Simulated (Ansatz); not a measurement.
# MoS2: the cost of one run

Program: Ansatz 0.2.0. Level of theory: DFT PBE+D3(BJ), scalar-relativistic, plane waves, PAW. These are calculated values, not measurements.

The COD entry's cell or inner coordinates are ideal or old and differ from later refinements, so a difference from it is no clean test against experiment.

6 further runs of the same task are left out: 6 set aside as unsound or not needed.

## Step 1: The starting structure

It takes space group R-3m (No. 166, trigonal). The conventional cell has a = 3.134 Å, b = 3.134 Å, c = 17.865 Å, α = 90.00°, β = 90.00°, γ = 120.00°. Mo (site symmetry -3m) has 6 S at 2.42 Å as nearest neighbours. S (site symmetry 3m) is surrounded by 3 Mo at 2.42 Å.

As a file:

```
CELL_PARAMETERS angstrom
1.56712 0.90477 5.95499
-1.56712 0.90477 5.95499
0.00000 -1.80955 5.95499
ATOMIC_POSITIONS crystal
Mo 0.00000 0.00000 0.00000
S 0.75637 0.75637 0.75637
S 0.24363 0.24363 0.24363
```

This cell was relaxed beforehand with the same method: volume 16.89 Å³/atom, gap on the mesh none (metal).

## Step 3: Setting up the map

Atoms count from 1 in the order of the input.

The upper layer of a bilayer is slid over the lower one; relaxed at each slide: nothing; the origin of the map has S4 above S3; the distance between the facing planes is held at 3.84 Å.

First coordinate, slide of the upper layer along the first cell vector, from S4 above S3: 6 values from 0.000 to 0.833, periodic. Second coordinate, slide of the upper layer along the second cell vector, from S4 above S3: 6 values from 0.000 to 0.833, periodic.

Nothing else is relaxed. Points are written as (first, second).

The two vectors of the plane (Å): (3.135, 0.000, 0.000); (-1.567, 2.715, 0.000).

(The set-up runs are not shown.)

## Step 4: The run at (0/6, 0/6) of the map's two axes

input.yaml reads:

```yaml
crystal:
  lattice:
    - [3.1346592662, 0.0, 0.0]
    - [-1.5673296331, 2.7146945567, 0.0]
    - [0.0, 0.0, 23.9375765437]
  atoms:
    - { symbol: S, position: [0.0, 0.0, 0.187988955] }
    - { symbol: Mo, position: [0.6666666667, 0.3333333333, 0.2552219154] }
    - { symbol: S, position: [0.3333333333, 0.6666666667, 0.3224548758] }
    - { symbol: S, position: [0.3333333333, 0.6666666667, 0.4828721174] }
    - { symbol: Mo, position: [1.0, 1.0, 0.5501050778] }
    - { symbol: S, position: [0.6666666667, 1.3333333333, 0.6173380382] }
basis:
  ecutwfc: 420
kpoints:
  mp_grid: { grid: [12, 12, 1] }
hamiltonian:
  xc: pbe
  pseudopotentials: { kind: paw, azcp: { folder: soft_1 } }
  dispersion: d3bj
scf:
  occupations: { method: gaussian, width: 0.1 }
output:
  forces: true
  eigenvalues: true
efield:
  axis: 3
  dipole_correction: true
  ramp_width: 0.04
```

Command:

```sh
ansatz run input.yaml --threads 2 --pin off --max-ram 6144MiB --backend cpu --events-out ev --progress --plain --runs-dir out
```

Q: Estimate wall time and peak memory on 2 threads of Intel Xeon Platinum 8259CL at 2.50GHz (Skylake/Cascade Lake), shared host.

About 6.1 s, with a peak of 0.5 GiB.
